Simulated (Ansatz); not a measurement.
The system is CdO (Monteponite).

```
Cd O
1.0
     0.00000    2.34950    2.34950
     2.34950    0.00000    2.34950
     2.34950    2.34950    0.00000
Cd O
1 1
Cartesian
  0.0000 0.0000 0.0000
  2.3495 2.3495 2.3495
```

```yaml
Program: Ansatz 0.2.0
Task: relaxation of cell and atoms
Functional: RPBE
Dispersion: D3(BJ)
Potentials_or_basis: all-electron LAPW, scalar-relativistic
Basis_error_allowed: 0.001 eV/atom
k_mesh: 10 × 10 × 10
Occupations: fermi-dirac, width 0.05 eV
Spin: no spin polarisation
```

At the start: volume 12.97 Å³/atom.

Q: Where does the relaxation end?

A: Over 5 steps the energy falls by 33.2 meV/atom and the volume is 12.05 Å³/atom (-7.1 %); space group Fm-3m (No. 225, to 0.05 Å).

The path:
| step | energy change (eV) | largest force (eV/Å) | volume (Å³) |
| --- | --- | --- | --- |
| 1 | 0.0000 | 0.0000 | 25.94 |
| 2 | -0.0625 | 0.0000 | 23.69 |
| 3 | -0.0664 | 0.0000 | 24.16 |
| 4 | -0.0665 | 0.0000 | 24.10 |
| 5 | -0.0665 | 0.0000 | 24.10 |

Final structure:
```yaml
crystal:
  lattice:
    - [0.00000, 2.29267, 2.29267]
    - [2.29267, 0.00000, 2.29267]
    - [2.29267, 2.29267, 0.00000]
  atoms:
    - { symbol: Cd, position: [0.00000, 0.00000, 0.00000] }
    - { symbol: O, position: [0.50000, 0.50000, 0.50000] }
```
